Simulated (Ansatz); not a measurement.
Runs of Ansatz 0.2.0 on SrO. Symmetry: Fm-3m, No. 225, cubic system. Conventional cell: a = 5.133 Å, b = 5.133 Å, c = 5.133 Å, α = 90.00°, β = 90.00°, γ = 90.00°. Around Sr (site symmetry m-3m) lie 6 O at 2.57 Å. O (site symmetry m-3m) is surrounded by 6 Sr at 2.57 Å. 

```csv
task,level,cell,k mesh,cutoff (eV),smearing,gap on the mesh (eV),pressure (GPa),relaxed volume (Å³/atom)
relaxation of cell and atoms,revPBE,relaxed,9 × 9 × 9,-,fermi-dirac 0.05 eV,3.47,0.0,17.99
single point,PBE,as given,9 × 9 × 9,217,gaussian 0.019 eV,3.37,3.3,-
relaxation of cell and atoms,PBE+D3(BJ),relaxed,9 × 9 × 9,-,fermi-dirac 0.05 eV,3.37,0.0,17.07
phonons,LDA,as given,7 × 7 × 7,230,fermi-dirac 0.05 eV,(b),-,-
single point,PBEsol,as given,9 × 9 × 9,217,gaussian 0.05 eV,3.26,(a),-
```

Alike in all rows: potentials or basis all-electron LAPW, scalar-relativistic; no spin polarisation; basis error allowed 0.001 eV/atom.

Problem. Fill in the values left out.

Solution. (a) -0.5; (b) 3.25.

Caveats: an odd mesh through Γ misses points on the zone boundary, where band edges often lie.

A k mesh can miss the band edges, and the runs leave out spin-orbit coupling on Sr.
